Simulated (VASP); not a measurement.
# NaH (Pm-3m) in VASP: a series of runs

The runs below take NaH through evGW quasiparticle levels, G0W0 quasiparticle levels, RPA correlation energy, with PBE.

Program: VASP 6.6.1. These are calculated values, not measurements. Logs are shortened: lines on timing, memory, paths and dates and some standing lists are left out, and cuts for length are marked.

## (1) The structure

It takes space group Pm-3m (No. 221, cubic). The conventional cell has a = 2.955 Å, b = 2.955 Å, c = 2.955 Å, α = 90.00°, β = 90.00°, γ = 90.00°. Na (site symmetry m-3m) is surrounded by 8 H at 2.56 Å. Around H (site symmetry m-3m) lie 8 Na at 2.56 Å.

The cell comes from a database or a generator and needn't be the stable form of this composition.

## (2) EvGW quasiparticle levels, PBE

File POSCAR:

```
NaH
1.0
    2.9551240000      0.0000000000      0.0000000000
    0.0000000000      2.9551240000      0.0000000000
    0.0000000000      0.0000000000      2.9551240000
Na H
1 1
Direct
    0.0000000000      0.0000000000      0.0000000000
    0.5000000000      0.5000000000      0.5000000000
```

File INCAR.step1:

```
PREC = Accurate
ENCUT = 450
EDIFF = 1E-8
ISMEAR = 0
SIGMA = 0.01
LREAL = False
LASPH = True
NELM = 100
ALGO = Normal
LWAVE = True
LCHARG = False
GGA = PE
```

File INCAR.step2:

```
PREC = Accurate
ENCUT = 450
EDIFF = 1E-8
ISMEAR = 0
SIGMA = 0.01
LREAL = False
LASPH = True
NELM = 1
ALGO = Exact
LWAVE = True
LCHARG = False
GGA = PE
NBANDS = 164
LOPTICS = True
ISTART = 1
```

File INCAR.step3:

```
PREC = Accurate
ENCUT = 450
EDIFF = 1E-8
ISMEAR = 0
SIGMA = 0.01
LREAL = False
LASPH = True
ALGO = EVGW
LWAVE = False
LCHARG = False
GGA = PE
NELMGW = 4
NBANDS = 164
ENCUTGW = 150
NOMEGA = 48
PRECFOCK = Fast
ISTART = 1
NBANDSGW = 13
```

File KPOINTS:

```
Automatic mesh
0
Gamma
  5 5 5
```

Potentials or basis: VASP PAW PBE potentials, release 64 (Na_sv_GW, H_GW).

On the command line:

```sh
$ cat potpaw_PBE.64/Na_sv_GW/POTCAR potpaw_PBE.64/H_GW/POTCAR > POTCAR
$ cp INCAR.step1 INCAR
$ mpirun -np 1 vasp_std > vasp.out
$ cp INCAR.step2 INCAR
$ mpirun -np 1 vasp_std > vasp.out
$ cp INCAR.step3 INCAR
$ mpirun -np 1 vasp_std > vasp.out
```

OUTCAR:

```text
PREC = Accurate
   ENCUT = 450
   EDIFF = 1E-8
   ISMEAR = 0
   LREAL = False
   LASPH = True
   GGA = PE
   NELMGW = 4
   ENCUTGW = 150
   PRECFOCK = Fast
   ISTART = 1

 ion  position               nearest neighbor table
   1  0.000  0.000  0.000-
   2  0.500  0.500  0.500-

  LATTYP: Found a simple cubic cell.
 ALAT       =     2.9551240000

  Lattice vectors:

 A1 = (   2.9551240000,   0.0000000000,   0.0000000000)
 A2 = (   0.0000000000,   2.9551240000,   0.0000000000)
 A3 = (   0.0000000000,   0.0000000000,   2.9551240000)

Analysis of symmetry for initial positions (statically):
=====================================================================
 Subroutine PRICEL returns:
 Original cell was already a primitive cell.

 Routine SETGRP: Setting up the symmetry group for a
 simple cubic supercell.

 Subroutine GETGRP returns: Found 48 space group operations
 (whereof 48 operations were pure point group operations)
 out of a pool of 48 trial point group operations.

The static configuration has the point symmetry O_h .

Analysis of symmetry for dynamics (positions and initial velocities):
=====================================================================
 Subroutine PRICEL returns:
 Original cell was already a primitive cell.

 Routine SETGRP: Setting up the symmetry group for a
 simple cubic supercell.

 Subroutine GETGRP returns: Found 48 space group operations
 (whereof 48 operations were pure point group operations)
 out of a pool of 48 trial point group operations.

The dynamic configuration has the point symmetry O_h .

 Subroutine INISYM returns: Found 48 space group operations
 (whereof 48 operations are pure point group operations),
 and found     1 'primitive' translations

----------------------------------------------------------------------------------------

                                     Primitive cell

  volume of cell :      25.8064

  direct lattice vectors                    reciprocal lattice vectors
     2.955124000  0.000000000  0.000000000     0.338395275  0.000000000  0.000000000
     0.000000000  2.955124000  0.000000000     0.000000000  0.338395275  0.000000000
     0.000000000  0.000000000  2.955124000     0.000000000  0.000000000  0.338395275

  length of vectors
     2.955124000  2.955124000  2.955124000     0.338395275  0.338395275  0.338395275

  position of ions in fractional coordinates (direct lattice)
     0.000000000  0.000000000  0.000000000
     0.500000000  0.500000000  0.500000000

  ion indices of the primitive-cell ions
   primitive index   ion index
                 1           1
                 2           2

----------------------------------------------------------------------------------------

 KPOINTS: Automatic mesh

Automatic generation of k-mesh.
 Grid dimensions read from file:
 generate k-points for:    5    5    5

 Generating k-lattice:

  Cartesian coordinates                     Fractional coordinates (reciprocal lattice)
     0.067679055  0.000000000  0.000000000     0.200000000  0.000000000  0.000000000
     0.000000000  0.067679055  0.000000000     0.000000000  0.200000000  0.000000000
     0.000000000  0.000000000  0.067679055     0.000000000  0.000000000  0.200000000

  Length of vectors
     0.067679055  0.067679055  0.067679055

  Shift w.r.t. Gamma in fractional coordinates (k-lattice)
     0.000000000  0.000000000  0.000000000

 Subroutine IBZKPT returns following result:
 ===========================================

 Found     10 irreducible k-points:

 Following reciprocal coordinates:
            Coordinates               Weight
  0.000000  0.000000  0.000000      1.000000
  0.200000  0.000000  0.000000      6.000000
  0.400000  0.000000  0.000000      6.000000
  0.200000  0.200000  0.000000     12.000000
  0.400000  0.200000  0.000000     24.000000
  0.400000  0.400000  0.000000     12.000000
  0.200000  0.200000  0.200000      8.000000
  0.400000  0.200000  0.200000     24.000000
  0.400000  0.400000  0.200000     24.000000
  0.400000  0.400000  0.400000      8.000000
   k-points           NKPTS =     10   k-points in BZ     NKDIM =    125   number of bands    NBANDS=    164
   number of dos      NEDOS =    301   number of ions     NIONS =      2
   total plane-waves  NPLWV =   8000
   dimension x,y,z NGX =    20 NGY =   20 NGZ =   20
   dimension x,y,z NGXF=    40 NGYF=   40 NGZF=   40
   ions per type =               1   1
   NGX,Y,Z   is equivalent  to a cutoff of  11.25, 11.25, 11.25 a.u.
   NGXF,Y,Z  is equivalent  to a cutoff of  22.50, 22.50, 22.50 a.u.
 SYSTEM =  unknown system
   PREC   = accura    normal or accurate (medium, high low for compatibility)
   ISTART =      1    job   : 0-new  1-cont  2-samecut
   ICHARG =      0    charge: 1-file 2-atom 10-const
   ISPIN  =      1    spin polarized calculation?
   LNONCOLLINEAR =      F non collinear calculations
   LSORBIT =      F    spin-orbit coupling
   LASPH  =      T    aspherical Exc in radial PAW
   ENCUT  =  450.0 eV  33.07 Ry    5.75 a.u.   5.11  5.11  5.11*2*pi/ulx,y,z
   NELM   =     60;   NELMIN=  2; NELMDL=  0     # of ELM steps
   EDIFF  = 0.1E-07   stopping-criterion for ELM
   LREAL  =      F    real-space projection
   EDIFFG = 0.1E-06   stopping-criterion for IOM
   NSW    =      0    number of steps for IOM
   IBRION =     -1    ionic relax: 0-MD 1-quasi-New 2-CG
   NFREE  =      0    steps in history (QN), initial steepest desc. (CG)
   ISIF   =      0    stress and relaxation
   ISYM   =      3    0-nonsym 1-usesym 2-fastsym
   POTIM  = 0.5000    time-step for ionic-motion
   TEBEG  =    0.0;   TEEND  =   0.0 temperature during run
   PSTRESS=    0.0 pullay stress
   NELECT =      10.0000    total number of electrons
   NUPDOWN=      -1.0000    fix difference up-down
   EMIN   =  10.00;   EMAX   =-10.00  energy-range for DOS
   EFERMI =   0.00;   METHOD = LEGACY
   ISMEAR =     0;   SIGMA  =   0.01  broadening in eV -4-tet -1-fermi 0-gaus
   EFERMI_NEDOS =   21; number of points for ismear=-14 and -15
   IALGO  =     38    algorithm
   IMIX   =      4    mixing-type and parameters
     AMIX     =   0.40;   BMIX     =  1.00
     AMIX_MAG =   1.60;   BMIX_MAG =  1.00
  volume/ion in A,a.u.               =      12.90        87.08
  Fermi-wavevector in a.u.,A,eV,Ry     =   1.193528  2.255440 19.381609  1.424508
  Thomas-Fermi vector in A             =   2.329540
   LORBIT       =      0    0 simple, 1 ext, 2 COOP (PROOUT), +10 PAW based schemes
   GGA     = PE    functional components
   LHFCALC =     T    Hartree Fock is set to
   PRECFOCK=fast      Normal, Fast or Accurate (Low or Medium for compatibility)
   ENCUT4O =  -1.0   cutoff for four orbital integrals eV
   NKREDX  =     1    reduce k-point grid by
   NKREDY  =     1    reduce k-point grid by
   NKREDZ  =     1    reduce k-point grid by
   AEXX    =    1.0000 exact exchange contribution
   HFSCREEN=    0.0000 screening length (either q_TF or 0.3 A-1)
   HFSCREENC=   0.0000 screening length for correlation (either q_TF or 0.3 A-1)
   ENCUTFOCK=  -1.0 apply spherical cutoff to Coloumb kernel
   IVDW    =     0    specifies the selected vdW correction
   LEPSILON=     F    determine dielectric tensor
   LRPA    =     F    only Hartree local field effects (RPA)
   LRPAFORCE           =     F    calculate RPA forces
   ENCUTGW             = 150.0    cutoff for response function in eV
   ENCUTGWSOFT         = 120.0    soft cutoff for Coulomb kernel in GW response function in eV
   ENCUTLF             =  -1.0    cutoff for local field effects
   NELMGW              =     4    number of iterations in solving QP/BSE equation
   NELMHF              =     1    number of iterations in the inner HF iteration
   NKREDLFX            =     1    NKREDLFY  =   1   NKREDLFZ  =   1
 non-spin polarized calculation
 Gauss-broadening in eV      SIGMA  =   0.01
  energy-cutoff  :      450.00
  volume of cell :       25.81
 maximum number of plane-waves:       587
  NGX = 12; NGY = 12; NGZ = 12
   NGX = 11   NGY = 11   NGZ = 11
 maximum number of plane-waves:       112

 QP shifts <psi_nk| G(iteration)W_0 |psi_nk>: iteration 1
 for sc-GW calculations column KS-energies equals QP-energies in previous step
 and V_xc(KS)=  KS-energies - (<T + V_ion + V_H > + <T+V_H+V_ion>^1  + <V_x>^1)

 k-point   1 :       0.0000    0.0000    0.0000
  band No.  KS-energies  QP-energies   sigma(KS)   V_xc(KS)     V^pw_x(r,r')   Z            occupation Imag(sigma)

      1     -51.4539     -59.6430     -40.5807     -29.2483     -49.1130       0.7226       2.0000       0.6520
      2     -23.3180     -28.4177     -35.2102     -28.4347     -41.4779       0.7527       2.0000       0.4079
      3     -23.3180     -28.4177     -35.2102     -28.4347     -41.4779       0.7527       2.0000       0.4079
      4     -23.3180     -28.4177     -35.2102     -28.4347     -41.4779       0.7527       2.0000       0.4079
      5      -4.6919      -6.3937     -11.3366      -9.0105     -14.0877       0.7316       2.0000       0.7612
      6       9.8968      11.0323      -9.7445     -11.2487      -5.1671       0.7549       0.0000      -0.6822
      7      12.1880      12.8023      -5.7945      -6.5668      -1.3909       0.7954       0.0000      -0.8050
      8      12.1880      12.8023      -5.7945      -6.5668      -1.3909       0.7954       0.0000      -0.8050
      9      13.7195      14.8417      -7.1291      -8.4864      -2.8463       0.8268       0.0000      -0.9085
     10      13.7195      14.8417      -7.1291      -8.4864      -2.8463       0.8268       0.0000      -0.9085
     11      13.7195      14.8417      -7.1291      -8.4864      -2.8463       0.8268       0.0000      -0.9085
     12      26.8262      28.2108      -6.4252      -8.0556      -1.7839       0.8492       0.0000      -1.3499
     13      26.8262      28.2108      -6.4252      -8.0556      -1.7839       0.8492       0.0000      -1.3499

 k-point   2 :       0.2000    0.0000    0.0000
  band No.  KS-energies  QP-energies   sigma(KS)   V_xc(KS)     V^pw_x(r,r')   Z            occupation Imag(sigma)
[... 653 lines left out ...]
      1     -63.3593     -63.5713     -41.5129     -22.1117     -49.1724       0.7989       2.0000       0.4339
      2     -30.7608     -30.8970     -35.6972       4.7698     -41.2180       0.8176       2.0000       0.2580
      3     -30.7608     -30.8952     -35.7091       4.7840     -41.2299       0.8176       2.0000       0.2580
      4     -30.7608     -30.8952     -35.7091       4.7840     -41.2299       0.8176       2.0000       0.2580
      5      -1.5634      -1.5988     -12.9093      11.3032     -13.8779       0.8316       2.0000       0.1397
      6       8.3793       8.4228      -7.0487      15.4795      -3.8033       0.8449       0.0000      -0.2038
      7       9.1738       9.2179      -6.1740      15.3997      -2.9008       0.8486       0.0000      -0.2121
      8       9.1738       9.2179      -6.1740      15.3997      -2.9008       0.8486       0.0000      -0.2121
      9      12.9761      13.0344      -6.4516      19.4983      -2.6481       0.8268       0.0000      -0.3547
     10      12.9761      13.0344      -6.4516      19.4983      -2.6481       0.8268       0.0000      -0.3547
     11      13.8189      13.8755      -6.3081      20.1952      -2.4200       0.8294       0.0000      -0.3808
     12      21.2755      21.3140      -7.8268      29.1474      -3.5044       0.8528       0.0000      -0.7686
     13      31.9476      31.8961      -7.0550      38.9482      -2.1933       0.9462       0.0000      -2.2449
```

It took 7.1 min on 1 thread of AMD EPYC 9R45 (Zen 5), shared host; peak memory 0.35 GiB.

Results:

```
Band gap on the k mesh, mean-field level : 2.47 eV, indirect (least direct gap 5.57 eV)
Quasiparticle gap                        : 5.75 eV
Least direct quasiparticle gap           : 9.26 eV
```

Quasiparticle gap after each update of the energies (eV): 4.70, 5.45, 5.68, 5.75

Caveat: the k mesh is coarse (spacing up to 0.43 Å⁻¹), so the values aren't converged; bands, screening cutoff and mesh are small and nothing is extrapolated, so the quasiparticle values aren't converged; an odd mesh through Γ misses points on the zone boundary, where band edges often lie.

## (3) G0W0 quasiparticle levels, PBE

POSCAR is that of step 2.

File INCAR.step1:

```
  PREC = Accurate
  ENCUT = 500
  EDIFF = 1E-8
  ISMEAR = 0
  SIGMA = 0.01
  LREAL = F
  LASPH = T
  NELM = 80
  ALGO = Fast
  LWAVE = T
  LCHARG = F
  GGA = PE
```

File INCAR.step2:

```
  PREC = Accurate
  ENCUT = 500
  EDIFF = 1E-8
  ISMEAR = 0
  SIGMA = 0.01
  LREAL = F
  LASPH = T
  NELM = 1
  ALGO = Exact
  LWAVE = T
  LCHARG = F
  GGA = PE
  NBANDS = 50
  LOPTICS = T
  ISTART = 1
```

File INCAR.step3:

```
  PREC = Accurate
  ENCUT = 500
  EDIFF = 1E-8
  ISMEAR = 0
  SIGMA = 0.01
  LREAL = F
  LASPH = T
  ALGO = EVGW0
  LWAVE = T
  LCHARG = F
  GGA = PE
  NELMGW = 1
  NBANDS = 50
  ENCUTGW = 120
  NOMEGA = 64
  PRECFOCK = Fast
  ISTART = 1
  NBANDSGW = 13
```

File INCAR.step4:

```
  PREC = Accurate
  ENCUT = 500
  EDIFF = 1E-8
  ISMEAR = 0
  SIGMA = 0.01
  LREAL = F
  LASPH = T
  ALGO = BSE
  LWAVE = F
  LCHARG = F
  GGA = PE
  NBANDS = 50
  ENCUTGW = 120
  NBANDSO = 4
  NBANDSV = 6
  ANTIRES = 0
  OMEGAMAX = 20
  PRECFOCK = Fast
  ISTART = 1
  NBSEEIG = 10
```

File KPOINTS:

```
Automatic mesh
0
Gamma
  4 4 4
```

Potentials or basis: VASP PAW PBE potentials, release 64 (Na_sv_GW, H_GW).

On the command line:

```sh
$ cat potpaw_PBE.64/Na_sv_GW/POTCAR potpaw_PBE.64/H_GW/POTCAR > POTCAR
$ cp INCAR.step1 INCAR
$ mpirun -np 1 vasp_std > vasp.out
$ cp INCAR.step2 INCAR
$ mpirun -np 1 vasp_std > vasp.out
$ cp INCAR.step3 INCAR
$ mpirun -np 1 vasp_std > vasp.out
$ cp INCAR.step4 INCAR
$ mpirun -np 1 vasp_std > vasp.out
```

OUTCAR:

```text
PREC = Accurate
   ENCUT = 500
   EDIFF = 1E-8
   ISMEAR = 0
   LREAL = F
   LASPH = T
   GGA = PE
   ENCUTGW = 120
   PRECFOCK = Fast
   ISTART = 1

 ion  position               nearest neighbor table
   1  0.000  0.000  0.000-
   2  0.500  0.500  0.500-

  LATTYP: Found a simple cubic cell.
 ALAT       =     2.9551240000

  Lattice vectors:

 A1 = (   2.9551240000,   0.0000000000,   0.0000000000)
 A2 = (   0.0000000000,   2.9551240000,   0.0000000000)
 A3 = (   0.0000000000,   0.0000000000,   2.9551240000)

Analysis of symmetry for initial positions (statically):
=====================================================================
 Subroutine PRICEL returns:
 Original cell was already a primitive cell.

[... 126 lines left out ...]
     AMIX_MAG =   1.60;   BMIX_MAG =  1.00
  volume/ion in A,a.u.               =      12.90        87.08
  Fermi-wavevector in a.u.,A,eV,Ry     =   1.193528  2.255440 19.381609  1.424508
  Thomas-Fermi vector in A             =   2.329540
   LORBIT       =      0    0 simple, 1 ext, 2 COOP (PROOUT), +10 PAW based schemes
   GGA     = PE    functional components
   LHFCALC =     T    Hartree Fock is set to
   PRECFOCK=fast      Normal, Fast or Accurate (Low or Medium for compatibility)
   ENCUT4O =  -1.0   cutoff for four orbital integrals eV
   NKREDX  =     1    reduce k-point grid by
   NKREDY  =     1    reduce k-point grid by
   NKREDZ  =     1    reduce k-point grid by
   AEXX    =    1.0000 exact exchange contribution
   HFSCREEN=    0.0000 screening length (either q_TF or 0.3 A-1)
   HFSCREENC=   0.0000 screening length for correlation (either q_TF or 0.3 A-1)
   ENCUTFOCK=  -1.0 apply spherical cutoff to Coloumb kernel
   IVDW    =     0    specifies the selected vdW correction
   LEPSILON=     F    determine dielectric tensor
   LRPA    =     F    only Hartree local field effects (RPA)
   LRPAFORCE           =     F    calculate RPA forces
   ENCUTGW             = 120.0    cutoff for response function in eV
   ENCUTGWSOFT         =  96.0    soft cutoff for Coulomb kernel in GW response function in eV
   ENCUTLF             =  -1.0    cutoff for local field effects
   NELMGW              =     1    number of iterations in solving QP/BSE equation
   NELMHF              =     1    number of iterations in the inner HF iteration
   NKREDLFX            =     1    NKREDLFY  =   1   NKREDLFZ  =   1
 non-spin polarized calculation
 Gauss-broadening in eV      SIGMA  =   0.01
  energy-cutoff  :      500.00
  volume of cell :       25.81
 maximum number of plane-waves:       691
 NGX is ok and might be reduce to    24
  NGX = 12; NGY = 12; NGZ = 12
   NGX = 11   NGY = 11   NGZ = 11
 maximum number of plane-waves:        88

 BSE (scaLAPACK) attempting allocation of   0.001 Gbyte  rank=    252

=======================================================================
```

Wall time 41 s (1 thread of AMD EPYC 9R45 (Zen 5), shared host); peak memory 0.21 GiB.

What came out:

```yaml
Band_gap_on_the_k_mesh_mean-field_level: 1.01 eV, indirect (least direct gap 4.42 eV)
Quasiparticle_gap: 3.02 eV
Least_direct_quasiparticle_gap: 6.68 eV
```

Levels at points of the mesh, in eV from the valence-band top:
| k point | band 2 | band 3 | band 4 | band 5 | band 6 | band 7 | band 8 | band 9 |
| --- | --- | --- | --- | --- | --- | --- | --- | --- |
| (0.00, 0.00, 0.00) | -24.62 | -24.62 | -24.62 | -5.93 | 8.66 | 10.94 | 10.94 | 12.46 |
| (0.50, 0.00, 0.00) | -24.80 | -24.61 | -24.61 | -3.42 | 1.01 | 10.89 | 14.18 | 14.49 |
| (0.50, 0.50, 0.00) | -24.77 | -24.77 | -24.59 | -1.74 | 4.24 | 4.24 | 6.80 | 14.68 |
| (0.50, 0.50, 0.50) | -24.75 | -24.75 | -24.75 | 0.00 | 6.87 | 6.87 | 6.87 | 9.10 |

Dielectric function (mean over the directions given):
```
energy (eV)  real part  imaginary part
       0.32       3.89            0.01
       1.28       4.04            0.03
       2.32       4.47            0.06
       3.36       5.49            0.15
       4.40       8.74            0.64
       5.45     -21.74           39.24
       6.49      -4.14            4.01
       7.53      -3.04            0.59
       8.57      -0.84            0.15
       9.61       1.17            0.79
      10.57       0.30            0.90
      11.61      -0.18            0.27
      12.65      -0.11            0.07
      13.69       0.22            0.02
      14.73       0.39            0.02
      15.78       0.48            0.01
      16.82       0.56            0.01
      17.86       0.64            0.01
      18.90       0.66            0.01
      19.94       0.70            0.00
```

Lowest excitation energies (eV) and strengths:
```tsv
energy	strength
5.378	25.8
5.378	25.8
5.378	25.8
5.997	0
5.997	0
5.997	0
6.013	4.88
6.013	4.88
6.013	4.88
6.121	0
```

Caveat: the k mesh is coarse (spacing up to 0.53 Å⁻¹), so the values aren't converged; bands, screening cutoff and mesh are small and nothing is extrapolated, so the quasiparticle values aren't converged; spectra need much finer meshes, so this one isn't converged.

(Continued in part 2 of 2.)
